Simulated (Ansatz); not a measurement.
# Rh: pressure against volume

Aim: scale the cell of Rh up and down at fixed shape and fractional positions, and get the equilibrium volume and bulk modulus with LAPW, PAW and all-electron datasets made for the crystal.

This is Rh in the simple cubic structure; at room conditions it is fcc.

Computed with Ansatz 0.2.0 (DFT PBE, scalar-relativistic, unless a step's input says otherwise).

1 further run of the same task is left out (set aside as unsound or not needed).

## (1) The structure to begin with

The structure is cubic, space group Pm-3m (No. 221). Conventional cell: a = 2.536 Å, b = 2.536 Å, c = 2.536 Å, α = 90.00°, β = 90.00°, γ = 90.00°. Rh (site symmetry m-3m) has 6 Rh at 2.54 Å as nearest neighbours.

As a file:

```cif
data_structure
_symmetry_space_group_name_H-M 'P 1'
_symmetry_Int_Tables_number 1
_cell_length_a 2.5361
_cell_length_b 2.5361
_cell_length_c 2.5361
_cell_angle_alpha 90.000
_cell_angle_beta 90.000
_cell_angle_gamma 90.000
_cell_volume 16.31
loop_
_atom_site_label
_atom_site_type_symbol
_atom_site_fract_x
_atom_site_fract_y
_atom_site_fract_z
_atom_site_occupancy
Rh1 Rh 0.00000 0.00000 0.00000 1
```

The cell was relaxed by PAW from a hypothetical start (sc type); it needn't be the stable phase of this composition.

## (2) Volume × 0.9405, LAPW

input.yaml

```yaml
crystal:
  lattice:
    - [2.4847328017, 0.0, 0.0]
    - [0.0, 2.4847328017, 0.0]
    - [0.0, 0.0, 2.4847328017]
  atoms:
    - { symbol: Rh, position: [0.0, 0.0, 0.0] }
kpoints:
  mp_grid: { grid: [14, 14, 14] }
scf:
  occupations: { method: fermi_dirac, width: 0.08 }
hamiltonian:
  xc: pbe
  pseudopotentials: { kind: all_electron, lapw: { basis_error: 0.0005 } }
output:
  forces: true
  stress: true
  eigenvalues: true
```

Log, cut to the lines that bear on the results:

```text
LAPW: plane waves up to 9.612 Å⁻¹, error target 5.0e-4 eV per atom; small_component_spin mean_spin; Rh in spheres of 1.242 Å, 33 of its electrons in bands, Dirac shells []
[...]
Pseudopotentials: kind: all_electron
Pseudopotential: Rh, LAPW, valence charge 33, Koelling and Harmon's equation, gaussian nucleus
Functional definition: PBE
[...]
Crystal: 1 atoms, lattice volume = 15.340 Å³
Basis set: ecut = 352.0388243576833 eV, 251 PW (Γ), exchange–correlation at level 2
Bands: 21, of which v1, the nominal top of the filled ones, is band 17 counted from 1 (16 counted from 0)
Symmetry: 48 space group operations
Space group: Pm-3m (ITA 221), of the structure as read, at distance tolerance 2.5e-5 Å
k-points: 120 of 2744
[...]
SCF iter   1: F=—  HF=-130186.738359 eV  |F-HF|=—  |Δ(HF+E_count)|=         —  Δρ=3.47e-2  dr2=1.43e-1  ethr=4.31e-4  ⟨swp⟩=2.9  Hψ=15918  notcnv=0
[...]
the basis was enlarged: its passes take 181.4 KiB over the memory plan, 1 of 1 planned eigensolver slots
[...]
SCF iter   6: F=-130186.488803 eV  HF=-130186.488803 eV  |F-HF|=2.18e-8  |Δ(HF+E_count)|=   1.97e-6  Δρ=1.21e-5  dr2=1.19e-8  ethr=3.08e-9  ⟨swp⟩=3.0  Hψ=7618  notcnv=0
[...]
SCF converged after 6 iterations
Free energy (F): -130186.488803 eV
[...]
E sigma→0 (E₀):  -130186.472978 eV
Entropy (-TS):   -0.031649 eV (-31.649 meV/atom)
Fermi energy:    21.537115 eV
[...]
--- Forces (eV/Å), atoms counted from 1 ---
  atom   1  Rh    -0.00000000     0.00000000     0.00000000
[...]
--- Stress (GPa, compression-positive) ---
       13.038042      -0.000000       0.000000
       -0.000000      13.038042       0.000000
        0.000000       0.000000      13.038042
  P = ⅓ Tr σ = 13.0380 GPa (130.380 kbar)
--- Band table (eV; the first three rows and the last of 120) ---
  k-point 0: bands = ["-457.0700", "-457.0700", "-457.0700", "-274.9988", "-274.9988", "-274.9803", "-274.9803", "-274.9803", "-57.0973", "-24.5341", "-24.5341", "-24.5341", "14.4057", "16.0034", "16.0034", "22.3696", "22.3696", "22.3696", "38.6848", "38.6848", "38.6848"]
[...]
```

It took 8.2 s on 1 thread, shared host.

Result: pressure 13.04 GPa; no gap.

## (3) Volume × 0.9405, PAW

input.yaml: that of step 2 with these lines changed.

```diff
@@ -13,3 +13,3 @@
   xc: pbe
-  pseudopotentials: { kind: all_electron, lapw: { basis_error: 0.0005 } }
+  pseudopotentials: { kind: paw }
 output:
@@ -18 +18,2 @@
   eigenvalues: true
+  efg: { contact_densities: true }
```

Log, cut to the lines that bear on the results:

```text
Rh: output.efg is read without spin–orbit coupling, which moves field gradients at and beside such atoms by some per cent and up to a factor of two; PAW files take it under magnetization.noncollinear and magnetization.spin_orbit
[...]
Pseudopotentials: kind: paw
Pseudopotential: Rh, paw, valence charge 17, recommended cutoff 420 eV (normal)
Functional definition: PBE
[...]
Crystal: 1 atoms, lattice volume = 15.340 Å³
Basis set: ecut = 420 eV, 305 PW (Γ), exchange–correlation on 36×36×36 points (8 copies of the dense FFT grid, shifted against one another)
Bands: 13, of which v1, the nominal top of the filled ones, is band 9 counted from 1 (8 counted from 0)
Symmetry: 48 space group operations
Space group: Pm-3m (ITA 221), of the structure as read, at distance tolerance 2.5e-5 Å
k-points: 120 of 2744
[...]
SCF converged after 6 iterations
Free energy (F): -6402.081247 eV
[...]
E sigma→0 (E₀):  -6402.065425 eV
Entropy (-TS):   -0.031646 eV (-31.646 meV/atom)
Fermi energy:    19.576008 eV
[...]
--- Forces (eV/Å), atoms counted from 1 ---
  atom   1  Rh    -0.00000000    -0.00000000     0.00000000
[...]
--- Stress (GPa, compression-positive) ---
       13.058967      -0.000000       0.000000
       -0.000000      13.058967       0.000000
        0.000000       0.000000      13.058967
  P = ⅓ Tr σ = 13.0590 GPa (130.590 kbar)
--- PAW observables at the nuclei: V_zz in 10²¹ V/m², potentials from the cell's mean, atoms counted from 1 ---
  atom   1  Rh V_zz =    +0.000000   η = 0.0000   by run symmetry: forbidden
            electrostatic potential = -7027.020579 V   contact ρ = 789892.768862 e/Å³
--- Band table (eV; the first three rows and the last of 120) ---
  k-point 0: bands = ["-59.0522", "-26.4932", "-26.4932", "-26.4932", "12.4406", "14.0422", "14.0422", "20.4072", "20.4072", "20.4072", "36.7340", "36.7340", "36.7340"]
[...]
```

It took 1.6 s on 1 thread, shared host.

In short: pressure 13.06 GPa; no gap.

## (4) Volume × 0.9405, crystal datasets

input.yaml: that of step 3 with these lines changed.

```diff
@@ -13,3 +13,3 @@
   xc: pbe
-  pseudopotentials: { kind: paw }
+  pseudopotentials: { kind: all_electron, datasets: crystal }
 output:
```

Log, cut to the lines that bear on the results:

```text
[...]
Rh: output.efg is read without spin–orbit coupling, which moves field gradients at and beside such atoms by some per cent and up to a factor of two; PAW files take it under magnetization.noncollinear and magnetization.spin_orbit
[...]
Pseudopotentials: kind: all_electron
Pseudopotential: Rh, paw, valence charge 17, recommended cutoff 360 eV (normal), Koelling and Harmon's equation, gaussian nucleus
Functional definition: PBE
[...]
Crystal: 1 atoms, lattice volume = 15.340 Å³
Basis set: ecut = 360 eV, 251 PW (Γ), exchange–correlation on 32×32×32 points (8 copies of the dense FFT grid, shifted against one another)
Bands: 9, of which v1, the nominal top of the filled ones, is band 5 counted from 1 (4 counted from 0)
Symmetry: 48 space group operations
Space group: Pm-3m (ITA 221), of the structure as read, at distance tolerance 2.5e-5 Å
k-points: 120 of 2744
[...]
Fermi energy:    21.537050 eV
[...]
  The terms above E_closure are by the made datasets' own strengths, without shells solved beside the bands.
--- Forces (eV/Å), atoms counted from 1 ---
  atom   1  Rh    -0.00000000    -0.00000000    -0.00000000
[...]
--- Stress (GPa, compression-positive) ---
       13.039144      -0.000000       0.000000
       -0.000000      13.039144       0.000000
        0.000000       0.000000      13.039144
  P = ⅓ Tr σ = 13.0391 GPa (130.391 kbar)
  It holds what live shells' own plane waves past their cutoff add
--- PAW observables at the nuclei: V_zz in 10²¹ V/m², potentials from the cell's mean, atoms counted from 1 ---
  atom   1  Rh V_zz =    +0.000000   η = 0.0000   by run symmetry: forbidden
            electrostatic potential = -7027.028864 V   contact ρ = 789922.164731 e/Å³
--- Band table (eV; the first three rows and the last of 120) ---
  k-point 0: bands = ["14.4057", "16.0035", "16.0035", "22.3695", "22.3695", "22.3695", "38.6847"]
[...]
```

It took 4.2 s on 1 thread, shared host.

This run gives: pressure 13.04 GPa; no gap.

## (5) Volume × 0.98, LAPW

input.yaml

```yaml
crystal:
  lattice:
    - [2.5190422513, 0.0, 0.0]
    - [0.0, 2.5190422513, 0.0]
    - [0.0, 0.0, 2.5190422513]
  atoms:
    - { symbol: Rh, position: [0.0, 0.0, 0.0] }
kpoints:
  mp_grid: { grid: [14, 14, 14] }
scf:
  occupations: { method: fermi_dirac, width: 0.08 }
hamiltonian:
  xc: pbe
  pseudopotentials: { kind: all_electron, lapw: { basis_error: 0.0005 } }
output:
  forces: true
  stress: true
  eigenvalues: true
```

Log, cut to the lines that bear on the results:

```text
LAPW: plane waves up to 9.473 Å⁻¹, error target 5.0e-4 eV per atom; small_component_spin mean_spin; Rh in spheres of 1.260 Å, 33 of its electrons in bands, Dirac shells []
[...]
Pseudopotentials: kind: all_electron
Pseudopotential: Rh, LAPW, valence charge 33, Koelling and Harmon's equation, gaussian nucleus
Functional definition: PBE
[...]
Crystal: 1 atoms, lattice volume = 15.985 Å³
Basis set: ecut = 341.9185658109324 eV, 251 PW (Γ), exchange–correlation at level 2
Bands: 21, of which v1, the nominal top of the filled ones, is band 17 counted from 1 (16 counted from 0)
Symmetry: 48 space group operations
Space group: Pm-3m (ITA 221), of the structure as read, at distance tolerance 2.5e-5 Å
k-points: 120 of 2744
[...]
SCF iter   1: F=—  HF=-130186.779986 eV  |F-HF|=—  |Δ(HF+E_count)|=         —  Δρ=3.37e-2  dr2=1.44e-1  ethr=4.35e-4  ⟨swp⟩=2.9  Hψ=15863  notcnv=0
[...]
the basis was enlarged: its passes take 321.6 KiB over the memory plan, 1 of 1 planned eigensolver slots
[...]
SCF iter   6: F=-130186.521999 eV  HF=-130186.521999 eV  |F-HF|=2.51e-8  |Δ(HF+E_count)|=   2.22e-6  Δρ=1.24e-5  dr2=1.26e-8  ethr=3.35e-9  ⟨swp⟩=3.0  Hψ=7660  notcnv=0
[...]
SCF converged after 6 iterations
Free energy (F): -130186.521999 eV
[...]
E sigma→0 (E₀):  -130186.505071 eV
Entropy (-TS):   -0.033855 eV (-33.855 meV/atom)
Fermi energy:    20.417583 eV
[...]
--- Forces (eV/Å), atoms counted from 1 ---
  atom   1  Rh    -0.00000000     0.00000000     0.00000000
[...]
--- Stress (GPa, compression-positive) ---
        3.839312       0.000000       0.000000
        0.000000       3.839312       0.000000
        0.000000       0.000000       3.839312
  P = ⅓ Tr σ = 3.8393 GPa (38.393 kbar)
--- Band table (eV; the first three rows and the last of 120) ---
[... band rows left out ...]
[...]
```

Run time: 7.9 s. Hardware: 1 thread, shared host.

Read from it: pressure 3.84 GPa; no gap.

## (6) Volume × 0.98, PAW

input.yaml: that of step 5 with these lines changed.

```diff
@@ -13,3 +13,3 @@
   xc: pbe
-  pseudopotentials: { kind: all_electron, lapw: { basis_error: 0.0005 } }
+  pseudopotentials: { kind: paw }
 output:
@@ -18 +18,2 @@
   eigenvalues: true
+  efg: { contact_densities: true }
```

Log, cut to the lines that bear on the results:

```text
Rh: output.efg is read without spin–orbit coupling, which moves field gradients at and beside such atoms by some per cent and up to a factor of two; PAW files take it under magnetization.noncollinear and magnetization.spin_orbit
[...]
Pseudopotentials: kind: paw
Pseudopotential: Rh, paw, valence charge 17, recommended cutoff 420 eV (normal)
Functional definition: PBE
[...]
Crystal: 1 atoms, lattice volume = 15.985 Å³
Basis set: ecut = 420 eV, 305 PW (Γ), exchange–correlation on 36×36×36 points (8 copies of the dense FFT grid, shifted against one another)
Bands: 13, of which v1, the nominal top of the filled ones, is band 9 counted from 1 (8 counted from 0)
Symmetry: 48 space group operations
Space group: Pm-3m (ITA 221), of the structure as read, at distance tolerance 2.5e-5 Å
k-points: 120 of 2744
[...]
SCF converged after 6 iterations
Free energy (F): -6402.114540 eV
[...]
E sigma→0 (E₀):  -6402.097615 eV
Entropy (-TS):   -0.033850 eV (-33.850 meV/atom)
Fermi energy:    18.535496 eV
[...]
--- Forces (eV/Å), atoms counted from 1 ---
  atom   1  Rh     0.00000000     0.00000000     0.00000000
[...]
--- Stress (GPa, compression-positive) ---
        3.868076       0.000000       0.000000
       -0.000000       3.868076       0.000000
        0.000000       0.000000       3.868076
  P = ⅓ Tr σ = 3.8681 GPa (38.681 kbar)
--- PAW observables at the nuclei: V_zz in 10²¹ V/m², potentials from the cell's mean, atoms counted from 1 ---
  atom   1  Rh V_zz =    -0.000000   η = 0.0000   by run symmetry: forbidden
            electrostatic potential = -7025.928933 V   contact ρ = 789889.318001 e/Å³
--- Band table (eV; the first three rows and the last of 120) ---
  k-point 0: bands = ["-59.9769", "-27.4715", "-27.4715", "-27.4715", "11.6737", "13.3165", "13.3165", "19.3067", "19.3067", "19.3067", "35.3968", "35.3968", "35.3968"]
[...]
```

Wall time 1.6 s (1 thread, shared host).

Result: pressure 3.87 GPa; no gap.

[end of part 1 of 2]
